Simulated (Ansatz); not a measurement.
CdO (Monteponite) under changes of volume

One of the cells (12.970 Å³/atom); the others are scaled copies at fixed shape and fractional positions:

```
CELL_PARAMETERS angstrom
0.00000 2.34950 2.34950
2.34950 0.00000 2.34950
2.34950 2.34950 0.00000
ATOMIC_POSITIONS crystal
Cd 0.00000 0.00000 0.00000
O 0.50000 0.50000 0.50000
```

```yaml
Program: Ansatz 0.2.0
Functional: PBE
Potentials_or_basis: SSSP efficiency PAW
Cutoff: 1361 eV
Density_cutoff: 13606 eV
k_mesh: 10 × 10 × 10
Occupations: fermi-dirac, width 0.05 eV
Spin: no spin polarisation
```

| volume (Å³/atom) | energy over the lowest point (meV/atom) | pressure (GPa) |
| --- | --- | --- |
| 12.191 | 66.13 | 17.2 |
| 12.451 | ? | ? |
| 12.710 | 23.35 | 9.5 |
| 12.970 | 10.72 | 6.2 |
| 13.229 | 3.11 | 3.3 |
| 13.488 | 0.00 | 0.6 |
| 13.748 | 0.90 | -1.7 |

Problem. What does the run at 12.451 Å³/atom give?

Solution. Energy over the lowest point 41.59 meV/atom; pressure 13.1 GPa.

Worked out: A Birch-Murnaghan fit of order 3 (a polynomial in V^(-2/3)) to the other rows has its minimum at 13.56 Å³/atom with B0 = V·E''(V) = 126 GPa and B' = 4.8. It gives 41.56 meV/atom at 12.451 Å³/atom, against the run's 41.59, and -dE/dV = 13.1 GPa, against 13.1.

Energies are extrapolated to zero smearing.
